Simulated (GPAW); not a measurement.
The system is MgSi.

```
CELL_PARAMETERS angstrom
2.90839 0.00000 0.00000
0.00000 2.90839 0.00000
0.00000 0.00000 4.10343
ATOMIC_POSITIONS crystal
Si 0.50000 0.50000 0.50000
Mg 0.00000 0.00000 0.00000
```

The cell comes from a database or a generator and needn't be the stable form of this composition.

```yaml
Program: GPAW 26.7.0
Task: relaxation of cell and atoms
Functional: PBEsol
Dispersion: D3(BJ)
Potentials_or_basis: PAW data sets generated in the run's folder for this functional
Cutoff: 800 eV
Basis: pw
k_mesh: 8 × 8 × 6
Occupations: fermi-dirac, width 0.05 eV
Spin: no spin polarisation
```

At the start: pressure -4.9 GPa; volume 17.35 Å³/atom.

How do energy, volume and symmetry change on relaxing?

Over 4 steps the energy falls by 22.0 meV/atom and the volume is 16.16 Å³/atom (-6.9 %); space group P4/mmm (No. 123, to 0.05 Å).

Step by step:
| step | energy change (eV) | largest force (eV/Å) | pressure (GPa) | volume (Å³) |
| --- | --- | --- | --- | --- |
| 1 | 0.0000 | 0.0000 | -4.90 | 34.71 |
| 2 | -0.0126 | 0.0000 | -4.23 | 34.32 |
| 3 | -0.0436 | 0.0000 | 0.45 | 32.13 |
| 4 | -0.0440 | 0.0000 | -0.05 | 32.33 |

Final structure:
```xyz
2
Lattice="2.8568 0.0000 0.0000 0.0000 2.8568 0.0000 0.0000 0.0000 3.9613" Properties=species:S:1:pos:R:3 pbc="T T T"
Si    1.4284    1.4284    1.9806
Mg    0.0000    0.0000    0.0000
```

Caveat: later steps reuse the first step's grids; pairwise dispersion overbinds metals, which lowers pressure and volume.
